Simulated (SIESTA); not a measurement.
**TaN under changes of volume**

One of the cells (11.030 Å³/atom); the others are scaled copies at fixed shape and fractional positions:

```
CELL_PARAMETERS angstrom
0.00000 2.22597 2.22597
2.22597 0.00000 2.22597
2.22597 2.22597 0.00000
ATOMIC_POSITIONS crystal
Ta 0.50000 0.50000 0.50000
N 0.00000 0.00000 0.00000
```

The cell comes from a database or a generator and needn't be the stable form of this composition.

```yaml
Program: SIESTA 5.4.2
Functional: PBE
Potentials_or_basis: PseudoDojo 0.4 standard (PBE files)
Basis: DZP (energy shift 0.003 Ry; two zetas on semicore shells)
Grid_cutoff: 800 Ry
Energy_shift: 0.003 Ry
k_mesh: 10 × 10 × 10
Occupations: fermi-dirac, width 0.05 eV
Spin: no spin polarisation
```

```csv
volume (Å³/atom),energy over the lowest point (meV/atom),pressure (GPa)
10.164,?,?
10.381,36.42,20.9
10.597,13.96,12.6
11.030,0.00,-1.8
11.246,6.56,-7.7
11.462,20.70,-13.1
```

Task: What does the run at 10.164 Å³/atom give?

Result: Energy over the lowest point 71.07 meV/atom; pressure 30.7 GPa.

Worked out: A Birch-Murnaghan fit of order 3 (a polynomial in V^(-2/3)) to the other rows has its minimum at 10.97 Å³/atom with B0 = V·E''(V) = 333 GPa and B' = 4.6. It gives 71.08 meV/atom at 10.164 Å³/atom, against the run's 71.07, and -dE/dV = 30.4 GPa, against 30.7.

Energies are extrapolated to zero smearing.

Caveats: short orbitals over semicore shells can move pressures by several GPa; the basis of atomic orbitals isn't converged, which shifts pressures, moduli and gaps.
